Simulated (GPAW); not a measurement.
Records of electronic-structure calculations.

### SiC (Moissanite): G0W0 with GPAW, start to end

The structure is hexagonal, space group P6_3mc (No. 186). The conventional cell has a = 3.076 Å, b = 3.076 Å, c = 5.048 Å, α = 90.00°, β = 90.00°, γ = 120.00°. Nearest to Si lie 4 C at 1.87 to 1.94 Å. Nearest to C lie 4 Si at 1.87 to 1.94 Å. Farther neighbours are not listed.

- method: DFT, PBE, plane waves, PAW (and 1 further level or step)
- program: GPAW 26.7.0
- settings of one run: cutoff 600 eV, GPAW PAW setups 1.2.1 data release, 6×6×4 k-mesh, nbands 498
- cost: 4 runs, 5.3 min in all on 8 MPI ranks of AMD EPYC 7R43, shared host (the runs of this entry)
- notes: The cell and positions come from the Crystallography Open Database and are kept as given unless a step says otherwise. Bands and cutoff are finite, so the gap is not at the basis limit. The miss can reach some tenths of an eV and take either sign; the mesh is an error of its own.
- PBE gap: 2.31 eV, indirect
- G0W0 gap on the mesh: 3.09 eV
- GW settings: 6×6×4 mesh, 226 bands, screening to 180 eV, Godby-Needs plasmon pole
- known limits: not at the basis limit

G0W0 moves the gap on the mesh from 2.31 eV to 3.09 eV (+0.77 eV), with Z of 0.80 and 0.83 at the edges. Only 3 of the mesh's irreducible points were corrected, so a valley elsewhere could overtake.

[Runs of the session that timed out or met a known fault of the program may be left out.]

[Hosts, paths, dates, database ids (printed as entryN), source tags and the programs' standing remarks are cut or masked in the printed files.]
